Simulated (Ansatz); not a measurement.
# Ta2N (P-3m1) in Ansatz: reference runs, part 2 of 2

Ansatz 0.2.0. The steps go on from the part before.

### Step 4. Single point, PBEsol, 12.80 Å³/atom (volume scaled by 0.94)

Contents of input.yaml:

```yaml
crystal:
  lattice:
    - [3.0493158896, 0.0, 0.0]
    - [-1.5246579448, 2.6407850245, 0.0]
    - [0.0, 0.0, 4.7704285953]
  atoms:
    - { symbol: Ta, position: [0.3333333333, 0.6666666667, 0.254711] }
    - { symbol: Ta, position: [0.6666666667, 0.3333333333, 0.745289] }
    - { symbol: "N", position: [0.0, 0.0, 0.0] }
hamiltonian:
  xc: pbesol
  pseudopotentials: { kind: paw }
kpoints:
  mp_grid: { grid: [10, 10, 6] }
scf:
  occupations: { method: fermi_dirac, width: 0.05 }
output:
  forces: true
  stress: true
  eigenvalues: true
  write_density: true
  write_potential: true
  elf: true
  volumetric_format: npy
```

Run with:

```bash
$ ansatz run input.yaml --threads 2 --pin off --max-ram 5632MiB --backend cpu --events-out ev --progress --plain --runs-dir out
```

It took 1.8 s on 2 threads of Arm Neoverse V2, shared host; peak memory 0.33 GiB.

Results (log left out):

- Free energy: -19994.2557 eV
- Pressure: 9.5 GPa
- Largest force: 0.074 eV/Å
- Band gap on the k mesh: none (metal or under the smearing width)

Caveat: the pressure holds a Pulay correction of +0.3 GPa for the finite cutoff; the PAW data sets come from PBE, with cores solved anew for the run's functional, which leaves a small shift of forces and pressure.

### Step 5. Single point, PBEsol, 13.08 Å³/atom (volume scaled by 0.96)

input.yaml: that of step 4 with these lines changed.

```diff
@@ -2,5 +2,5 @@
   lattice:
-    - [3.0493158896, 0.0, 0.0]
-    - [-1.5246579448, 2.6407850245, 0.0]
-    - [0.0, 0.0, 4.7704285953]
+    - [3.0707906527, 0.0, 0.0]
+    - [-1.5353953264, 2.6593827149, 0.0]
+    - [0.0, 0.0, 4.8040242697]
   atoms:
@@ -20,5 +20 @@
   eigenvalues: true
-  write_density: true
-  write_potential: true
-  elf: true
-  volumetric_format: npy
```

Run with:

```bash
$ ansatz run input.yaml --threads 2 --pin off --max-ram 5632MiB --backend cpu --events-out ev --progress --plain --runs-dir out
```

Wall time 1.4 s (2 threads of Arm Neoverse V2, shared host); peak memory 0.33 GiB.

It converged, with:

- Free energy: -19994.2863 eV
- Pressure: 2.6 GPa
- Largest force: 0.062 eV/Å
- Band gap on the k mesh: none (metal or under the smearing width)

Caveat: the PAW data sets come from PBE, with cores solved anew for the run's functional, which leaves a small shift of forces and pressure.

### Step 6. Single point, PBEsol, 13.35 Å³/atom (volume scaled by 0.98)

input.yaml: that of step 5 with these lines changed.

```diff
@@ -2,5 +2,5 @@
   lattice:
-    - [3.0707906527, 0.0, 0.0]
-    - [-1.5353953264, 2.6593827149, 0.0]
-    - [0.0, 0.0, 4.8040242697]
+    - [3.0919691885, 0.0, 0.0]
+    - [-1.5459845943, 2.6777238649, 0.0]
+    - [0.0, 0.0, 4.8371565186]
   atoms:
```

Potentials or basis: Ansatz PAW.

Run with:

```bash
$ ansatz run input.yaml --threads 2 --pin off --max-ram 5632MiB --backend cpu --events-out ev --progress --plain --runs-dir out
```

It took 1.6 s on 2 threads of Arm Neoverse V2, shared host; peak memory 0.33 GiB.

The run converged. Its results:

```
Free energy            : -19994.2835 eV
Pressure               : -3.6 GPa
Largest force          : 0.185 eV/Å
Band gap on the k mesh : none (metal or under the smearing width)
```

Caveat: the PAW data sets come from PBE, with cores solved anew for the run's functional, which leaves a small shift of forces and pressure.

### Step 7. Single point, PBEsol, 13.62 Å³/atom

input.yaml: that of step 6 with these lines changed.

```diff
@@ -2,5 +2,5 @@
   lattice:
-    - [3.0919691885, 0.0, 0.0]
-    - [-1.5459845943, 2.6777238649, 0.0]
-    - [0.0, 0.0, 4.8371565186]
+    - [3.112861506, 0.0, 0.0]
+    - [-1.556430753, 2.6958171426, 0.0]
+    - [0.0, 0.0, 4.869841]
   atoms:
```

Run with:

```bash
$ ansatz run input.yaml --threads 2 --pin off --max-ram 5632MiB --backend cpu --events-out ev --progress --plain --runs-dir out
```

Run time: 1.4 s. Hardware: 2 threads of Arm Neoverse V2, shared host; peak memory 0.33 GiB.

Results (log left out):

```
Free energy            : -19994.2509 eV
Pressure               : -9.1 GPa
Largest force          : 0.297 eV/Å
Band gap on the k mesh : none (metal or under the smearing width)
```

Caveat: the PAW data sets come from PBE, with cores solved anew for the run's functional, which leaves a small shift of forces and pressure.

### Step 8. Single point, PBEsol, 13.89 Å³/atom (volume scaled by 1.02)

input.yaml: that of step 7 with these lines changed.

```diff
@@ -2,5 +2,5 @@
   lattice:
-    - [3.112861506, 0.0, 0.0]
-    - [-1.556430753, 2.6958171426, 0.0]
-    - [0.0, 0.0, 4.869841]
+    - [3.1334770837, 0.0, 0.0]
+    - [-1.5667385418, 2.7136707566, 0.0]
+    - [0.0, 0.0, 4.9020925425]
   atoms:
```

Run with:

```bash
$ ansatz run input.yaml --threads 2 --pin off --max-ram 5632MiB --backend cpu --events-out ev --progress --plain --runs-dir out
```

Run time: 1.6 s. Hardware: 2 threads of Arm Neoverse V2, shared host; peak memory 0.34 GiB.

It converged, with:

| Item | Value |
| --- | --- |
| Free energy | -19994.1915 eV |
| Pressure | -14.1 GPa |
| Largest force | 0.400 eV/Å |
| Band gap on the k mesh | none (metal or under the smearing width) |

Caveat: the PAW data sets come from PBE, with cores solved anew for the run's functional, which leaves a small shift of forces and pressure.

### Step 9. Single point, PBEsol, 14.17 Å³/atom (volume scaled by 1.04)

input.yaml: that of step 8 with these lines changed.

```diff
@@ -2,5 +2,5 @@
   lattice:
-    - [3.1334770837, 0.0, 0.0]
-    - [-1.5667385418, 2.7136707566, 0.0]
-    - [0.0, 0.0, 4.9020925425]
+    - [3.1538249076, 0.0, 0.0]
+    - [-1.5769124538, 2.731292489, 0.0]
+    - [0.0, 0.0, 4.9339252043]
   atoms:
```

Potentials or basis: Ansatz PAW.

Run with:

```bash
$ ansatz run input.yaml --threads 2 --pin off --max-ram 5632MiB --backend cpu --events-out ev --progress --plain --runs-dir out
```

It took 1.5 s on 2 threads of Arm Neoverse V2, shared host; peak memory 0.33 GiB.

It converged, with:

| Property | Result |
| --- | --- |
| Free energy | -19994.1081 eV |
| Pressure | -18.5 GPa |
| Largest force | 0.493 eV/Å |
| Band gap on the k mesh | none (metal or under the smearing width) |

Caveat: the PAW data sets come from PBE, with cores solved anew for the run's functional, which leaves a small shift of forces and pressure.

### Step 10. Single point, PBEsol, 14.44 Å³/atom (volume scaled by 1.06)

input.yaml: that of step 9 with these lines changed.

```diff
@@ -2,5 +2,5 @@
   lattice:
-    - [3.1538249076, 0.0, 0.0]
-    - [-1.5769124538, 2.731292489, 0.0]
-    - [0.0, 0.0, 4.9339252043]
+    - [3.1739135059, 0.0, 0.0]
+    - [-1.586956753, 2.7486897255, 0.0]
+    - [0.0, 0.0, 4.9653523268]
   atoms:
```

Run with:

```bash
$ ansatz run input.yaml --threads 2 --pin off --max-ram 5632MiB --backend cpu --events-out ev --progress --plain --runs-dir out
```

It took 1.4 s on 2 threads of Arm Neoverse V2, shared host; peak memory 0.33 GiB.

The run converged. Its results:

```yaml
Free_energy: -19994.0032 eV
Pressure: -22.5 GPa
Largest_force: 0.577 eV/Å
Band_gap_on_the_k_mesh: none (metal or under the smearing width)
```

Caveat: the PAW data sets come from PBE, with cores solved anew for the run's functional, which leaves a small shift of forces and pressure.

### Step 11. Equation of state, PBEsol

Potentials or basis: Ansatz PAW.

This step only gathers the single runs of the series.

Results:

- Equilibrium volume: 13.19 Å³/atom
- Bulk modulus at fixed shape and positions: 302 GPa
- Pressure derivative of the bulk modulus: 4.3

Energy against volume, from the lowest point:
```csv
volume (Å³/atom),energy (meV/atom)
12.805,10.19
13.077,0.00
13.350,0.91
13.622,11.79
13.895,31.59
14.167,59.39
14.439,94.36
```

Caveat: the cell was scaled at fixed shape and fractional positions, which overstates the stiffness of a crystal with free parameters, most of all of layers and chains.

### Step 12. Summary

```tsv
task	cell	gap on the mesh (eV)	pressure (GPa)	largest force (eV/Å)
single point	as given	none	-9.1	0.30
single point	atoms moved at random, drawn with an rms of 0.05 Å	none	-8.4	0.76
equation of state	as given	-	-	-
```

Alike in all rows: level PBEsol; potentials or basis Ansatz PAW; no spin polarisation; k mesh 10 × 10 × 6; cutoff (eV) 420; smearing fermi-dirac 0.05 eV.

Caveats: the PAW data sets come from PBE, with cores solved anew for the run's functional, which leaves a small shift of forces and pressure (some runs); the cell was scaled at fixed shape and fractional positions, which overstates the stiffness of a crystal with free parameters, most of all of layers and chains (some runs).

Total energies depend on the potentials used, so only differences within one code and one set of settings carry meaning.
